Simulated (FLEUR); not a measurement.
Here is a FLEUR MaX-R8.1 (later development tree) calculation.

Contents of inp.xml:

```xml
<?xml version="1.0" encoding="UTF-8" standalone="no"?>
<fleurInput fleurInputVersion="0.39">
   <comment>
      TiSi                                                                                                
   </comment>
   <calculationSetup>
      <cutoffs Kmax="4.58" Gmax="14.2" GmaxXC="14.2" numbands="0"/>
      <scfLoop itmax="100" minDistance="0.0002" maxIterBroyd="50" imix="Anderson" alpha="0.05" precondParam="0.0" spinf="2.0" sdNocoIR="T"/>
      <coreElectrons ctail="T" frcor="F" kcrel="0" coretail_lmax="0"/>
      <xcFunctional name="PBEs" relativisticCorrections="F"/>
      <magnetism jspins="1"/>
      <soc l_soc="F" theta="0.0" phi="0.0" spav="F"/>
      <expertModes spex="0" secvar="F"/>
      <geometryOptimization l_f="F" forcealpha="1.0" forcemix="BFGS" epsdisp="0.00001" epsforce="0.00001"/>
      <ldaU l_linMix="F" mixParam="0.05" spinf="1.0"/>
   </calculationSetup>
   <cell>
      <bzIntegration valenceElectrons="24.0" mode="hist" fermiSmearingEnergy="0.00183747">
         <kPointListSelection listName="default-1"/>
         <!-- k-points included here -->
         <xi:include xmlns:xi="http://www.w3.org/2001/XInclude" href="kpts.xml"> </xi:include>
      </bzIntegration>
      <!-- symmetry operations included here -->
      <xi:include xmlns:xi="http://www.w3.org/2001/XInclude" href="sym.xml"> </xi:include>
      <bulkLattice scale="1.0">
         <bravaisMatrix>
            <row-1>    3.4320790135237789    -4.0017293948799502     0.0000000000000000</row-1>
            <row-2>    3.4320790135237789     4.0017293948799502     0.0000000000000000</row-2>
            <row-3>    0.0000000000000000     0.0000000000000000     7.1883934560541762</row-3>
         </bravaisMatrix>
      </bulkLattice>
   </cell>
   <atomSpecies>
      <species name="Titanium (Ti)" element="Ti" atomicNumber="22">
         <mtSphere radius="2.42" gridPoints="811" logIncrement="0.015"/>
         <atomicCutoffs lmax="10" lnonsphr="10"/>
         <electronConfig flipSpins="F">
            <coreConfig>(1s1/2) (2s1/2) (2p1/2) (2p3/2)</coreConfig>
            <valenceConfig>(3s1/2) (3p1/2) (3p3/2) (4s1/2) (3d3/2) (3d5/2)</valenceConfig>
            <stateOccupation state="(3d3/2)" spinUp="0.400000" spinDown="0.400000"/>
            <stateOccupation state="(3d5/2)" spinUp="0.600000" spinDown="0.600000"/>
         </electronConfig>
         <energyParameters s="4" p="4" d="3" f="4"/>
         <ldaU l="2" U="0.0" J="0.0" l_amf="F"/>
         <lo type="SCLO" l="0" n="3" eDeriv="0"/>
         <lo type="SCLO" l="1" n="3" eDeriv="0"/>
         <lo type="SCLO" l="1" n="3" eDeriv="1"/>
         <lo type="SCLO" l="3" n="4" eDeriv="2"/>
      </species>
      <species name="Silicon (Si)" element="Si" atomicNumber="14">
         <mtSphere radius="2.14" gridPoints="715" logIncrement="0.016"/>
         <atomicCutoffs lmax="9" lnonsphr="9"/>
         <electronConfig flipSpins="F">
            <coreConfig>(1s1/2)</coreConfig>
            <valenceConfig>(2s1/2) (2p1/2) (2p3/2) (3s1/2) (3p1/2) (3p3/2)</valenceConfig>
            <stateOccupation state="(3p1/2)" spinUp="0.333333" spinDown="0.333333"/>
            <stateOccupation state="(3p3/2)" spinUp="0.666667" spinDown="0.666667"/>
         </electronConfig>
         <energyParameters s="3" p="3" d="3" f="4"/>
         <lo type="SCLO" l="0" n="2" eDeriv="0"/>
         <lo type="SCLO" l="1" n="2" eDeriv="0"/>
         <lo type="SCLO" l="2" n="3" eDeriv="2"/>
         <lo type="SCLO" l="3" n="4" eDeriv="2"/>
      </species>
   </atomSpecies>
   <atomGroups>
      <atomGroup species="Titanium (Ti)">
         <relPos label="                   1">1.000/2.000 1.000/2.000 .0000000000</relPos>
         <force calculate="T" relaxXYZ="TTT"/>
      </atomGroup>
      <atomGroup species="Silicon (Si)">
         <relPos label="                   2">.0000000000 .0000000000 1.000/2.000</relPos>
         <force calculate="T" relaxXYZ="TTT"/>
      </atomGroup>
   </atomGroups>
   <output dos="F" band="F" slice="F">
      <checks vchk="F" cdinf="F"/>
      <bandDOS minEnergy="-.5*Htr" maxEnergy="0.5*Htr" sigma="0.015" storeEVData="T"/>
      <vacuumDOS vacdos="F" integ="F" star="F" nstars="0" locx1="0.0" locy1="0.0" locx2="0.0" locy2="0.0" nstm="0" tworkf="0.0"/>
      <unfoldingBand unfoldBand="F" supercellX="1" supercellY="1" supercellZ="1"/>
      <plotting iplot="0" polar="F">
         <plot TwoD="T" vec1="  1.0  0.0  0.0" vec2="  0.0  1.0  0.0" vec3="  0.0  0.0  1.0" zero="  0.0  0.0  0.0" file="plot"/>
      </plotting>
      <chargeDensitySlicing numkpt="0" minEigenval="0.0" maxEigenval="0.0" nnne="0" pallst="F"/>
      <specialOutput eonly="F"/>
      <moessbauerParams electricFieldGradient="T" isomerShift="T" coreHyperfine="T" valenceHyperfine="T"/>
      <magneticCircularDichroism mcd="F" energyLo="-10.0" energyUp="0.0"/>
   </output>
  <!-- We include the file relax.xml here to enable relaxations (see documentation) -->
  <xi:include xmlns:xi="http://www.w3.org/2001/XInclude" href="relax.xml"> <xi:fallback/> </xi:include>
</fleurInput>
```

crystal.txt

```
TiSi
&input cartesian=F /
1.8161780000  -2.1176240000  0.0000000000
1.8161780000  2.1176240000  0.0000000000
0.0000000000  0.0000000000  3.8039340000
1.8897261246
1.0 1.0 1.0

2
22 0.5000000000  0.5000000000  0.0000000000
14 0.0000000000  0.0000000000  0.5000000000

&kpt div1=8 div2=8 div3=6 gamma=T /
```

Potentials or basis: all-electron, FLAPW.

The run is started by

```bash
$ inpgen -f crystal.txt -profile fastHighL
$ # inp.xml edited to the form shown
$ fleur_MPI
```

(1) Predict the band gap on the k mesh.

Results:

(1) none (metal or under the smearing width).

Caveat: U without spin polarisation on a metal has little footing; the U is typed as a test and isn't derived for this compound.
